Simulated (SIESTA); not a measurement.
Ge:

```
CELL_PARAMETERS angstrom
0.00000 2.82891 2.82891
2.82891 0.00000 2.82891
2.82891 2.82891 0.00000
ATOMIC_POSITIONS crystal
Ge 0.75000 0.75000 0.75000
Ge 0.50000 0.50000 0.50000
```

* Program: SIESTA 5.4.2
* Task: relaxation of cell and atoms
* Functional: PBE
* Potentials or basis: PseudoDojo 0.4 standard (PBE files)
* Basis: TZTP (energy shift 0.02 Ry)
* Grid cutoff: 800 Ry
* Energy shift: 0.02 Ry
* k mesh: 8 × 8 × 8
* Occupations: fermi-dirac, width 0.05 eV
* Spin: no spin polarisation

At the start: pressure 6.2 GPa; volume 22.64 Å³/atom.

Problem. How do energy, volume and symmetry change on relaxing?

Solution. Over 4 steps the energy falls by 31.6 meV/atom and the volume is 24.40 Å³/atom (+7.8 %); space group Fd-3m (No. 227, to 0.05 Å).

Step by step:
| step | energy change (eV) | largest force (eV/Å) | pressure (GPa) | volume (Å³) |
| --- | --- | --- | --- | --- |
| 1 | 0.0000 | 0.0001 | 6.15 | 45.28 |
| 2 | -0.0457 | 0.0004 | 3.28 | 46.86 |
| 3 | -0.0607 | 0.0012 | -1.06 | 49.48 |
| 4 | -0.0632 | 0.0008 | -0.08 | 48.81 |

Final structure:
```cif
data_structure
_symmetry_space_group_name_H-M 'P 1'
_symmetry_Int_Tables_number 1
_cell_length_a 4.1021
_cell_length_b 4.1021
_cell_length_c 4.1021
_cell_angle_alpha 59.997
_cell_angle_beta 59.997
_cell_angle_gamma 59.997
_cell_volume 48.81
loop_
_atom_site_label
_atom_site_type_symbol
_atom_site_fract_x
_atom_site_fract_y
_atom_site_fract_z
_atom_site_occupancy
Ge1 Ge 0.74999 0.74999 0.74999 1
Ge2 Ge 0.50001 0.50001 0.50001 1
```

Caveat: semicore shells carry a single zeta, which can move pressures by several GPa and volumes by a few percent; the basis of atomic orbitals isn't converged, which shifts pressures, moduli and gaps.
